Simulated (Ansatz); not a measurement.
# Ca: single points about a listed cell

How do energy, forces, pressure and gap of Ca change under moves of single atoms, further strains and shifts, other functionals? Each case is one self-consistent run.

Program: Ansatz 0.2.0. Level of theory: DFT PBE, scalar-relativistic, plane waves, PAW. These are calculated values, not measurements.

### 1 The starting structure

The structure is orthorhombic, space group Ibam (No. 72). Conventional cell: a = 7.446 Å, b = 7.456 Å, c = 6.660 Å, α = 90.00°, β = 90.00°, γ = 90.00°. Around Ca (site symmetry m) lie 7 Ca at 3.60 to 3.91 Å.

Coordinates:

```
CELL_PARAMETERS angstrom
-3.72277 3.72776 3.33014
3.72277 -3.72776 3.33014
3.72277 3.72776 -3.33014
ATOMIC_POSITIONS crystal
Ca 0.17042 0.67083 0.84125
Ca 0.82958 0.32917 0.15875
Ca 0.67042 0.82917 0.49959
Ca 0.32958 0.17083 0.50041
```

The structure comes from the Materials Project (structure only).

### 2 A distortion of lower symmetry

What differs from the listed cell: strain xx, yy, zz, yz, xz, xy = +1.2, -5.0, -4.6, +0.0, +0.0, +2.8 %; atoms moved by 0.03 Å root mean square, at most 0.03 Å.

The input, input.yaml:

```yaml
crystal:
  lattice:
    - [-3.6611682439, 3.4354630491, 3.1762572018]
    - [3.6611682439, -3.4354630491, 3.1762572018]
    - [3.8726070529, 3.6466187218, -3.1762572018]
  atoms:
    - { symbol: Ca, position: [0.1759524342, 0.672839968, 0.8431219296] }
    - { symbol: Ca, position: [0.8297180383, 0.3328305045, 0.1568780704] }
    - { symbol: Ca, position: [0.6694588738, 0.8234833511, 0.4986126974] }
    - { symbol: Ca, position: [0.3248706537, 0.1708461764, 0.5013873026] }
basis:
  ecutwfc: 420
kpoints:
  mp_grid: { grid: [8, 8, 8] }
hamiltonian:
  xc: pbe
scf:
  occupations: { method: gaussian, width: 0.1 }
output:
  forces: true
  stress: true
  eigenvalues: true
```

### 3 A distortion of lower symmetry

The input, input.yaml:

```yaml
crystal:
  lattice:
    - [-3.705648036, 3.7167677094, 3.1177465873]
    - [3.705648036, -3.7167677094, 3.1177465873]
    - [3.705648036, 3.7167677094, -3.1177465873]
  atoms:
    - { symbol: Ca, position: [0.1804432272, 0.6718668654, 0.8523100926] }
    - { symbol: Ca, position: [0.8243839885, 0.3281331346, 0.1525171231] }
    - { symbol: Ca, position: [0.6756160115, 0.8281331346, 0.5037491461] }
    - { symbol: Ca, position: [0.3195567728, 0.1718668654, 0.4914236382] }
basis:
  ecutwfc: 420
kpoints:
  mp_grid: { grid: [8, 8, 8] }
hamiltonian:
  xc: pbe
scf:
  occupations: { method: gaussian, width: 0.1 }
output:
  forces: true
  stress: true
  eigenvalues: true
```

### 4 Functional and cell changed: PBEsol

The input, input.yaml:

```yaml
crystal:
  lattice:
    - [-3.7838634923, 3.7889372323, 3.3847907637]
    - [3.7838634923, -3.7889372323, 3.3847907637]
    - [3.7838634923, 3.7889372323, -3.3847907637]
  atoms:
    - { symbol: Ca, position: [0.17042253, 0.67082988, 0.84125241] }
    - { symbol: Ca, position: [0.82957747, 0.32917012, 0.15874759] }
    - { symbol: Ca, position: [0.67042253, 0.82917012, 0.49959265] }
    - { symbol: Ca, position: [0.32957747, 0.17082988, 0.50040735] }
basis:
  ecutwfc: 420
kpoints:
  mp_grid: { grid: [8, 8, 8] }
hamiltonian:
  xc: pbesol
scf:
  occupations: { method: gaussian, width: 0.1 }
output:
  forces: true
  stress: true
  eigenvalues: true
```

### 5 A change within a subgroup

The input, input.yaml:

```yaml
crystal:
  lattice:
    - [-3.6789557551, 4.0060120466, 3.426515829]
    - [3.6789557551, -3.8849946458, 3.2910488629]
    - [3.6789557551, 3.8849946458, -3.2910488629]
  atoms:
    - { symbol: Ca, position: [0.1776636857, 0.6748358143, 0.8660000948] }
    - { symbol: Ca, position: [0.828360894, 0.2862271897, 0.1789614811] }
    - { symbol: Ca, position: [0.671639106, 0.850600587, 0.4578662956] }
    - { symbol: Ca, position: [0.3223363143, 0.188336409, 0.4971721286] }
basis:
  ecutwfc: 420
kpoints:
  mp_grid: { grid: [8, 8, 8] }
hamiltonian:
  xc: pbe
scf:
  occupations: { method: gaussian, width: 0.1 }
output:
  forces: true
  stress: true
  eigenvalues: true
  populations: true
```

### 6 A single atom displaced

The input, input.yaml:

```yaml
crystal:
  lattice:
    - [-3.7227727908, 3.727764615, 3.3301431152]
    - [3.7227727908, -3.727764615, 3.3301431152]
    - [3.7227727908, 3.727764615, -3.3301431152]
  atoms:
    - { symbol: Ca, position: [0.17042253, 0.67082988, 0.84125241] }
    - { symbol: Ca, position: [0.82957747, 0.32917012, 0.15874759] }
    - { symbol: Ca, position: [0.6321834827, 0.7944970403, 0.4932572413] }
    - { symbol: Ca, position: [0.32957747, 0.17082988, 0.50040735] }
basis:
  ecutwfc: 420
kpoints:
  mp_grid: { grid: [8, 8, 8] }
hamiltonian:
  xc: pbe
scf:
  occupations: { method: gaussian, width: 0.1 }
output:
  forces: true
  stress: true
  eigenvalues: true
```

Before running it: what results should come out? Wanted: for each run, case; energy; pressure; largest force.

The runs gave:

```
step                                 case  energy (meV/atom)  pressure (GPa)  largest force (eV/Å)  gap on the mesh (eV)
   2       a distortion of lower symmetry               +0.0             1.1                  0.17                  0.00
   3       a distortion of lower symmetry               +2.9             0.9                  0.30                  0.00
   4  functional and cell changed: PBEsol                n/a            -1.4                  0.05                  0.00
   5           a change within a subgroup              +34.0            -0.6                  0.56                  0.00
   6              a single atom displaced              -11.5            -0.2                  0.41                  0.00
```

Energies are counted from step 2, with the smearing taken to zero. Other atoms or functionals have another zero of energy (n/a). A gap of 0.00 means none on the mesh at this level.

**Reading.** Among the distorted cells of the listed formula and level the largest force, 0.56 eV/Å, comes in step 5, shared by 2 atoms. The pressure is 1.1 GPa in the smallest cell and -0.6 GPa in the largest; between them shape and moved atoms count too. The distorted cells of the listed formula and level show no gap on the mesh.
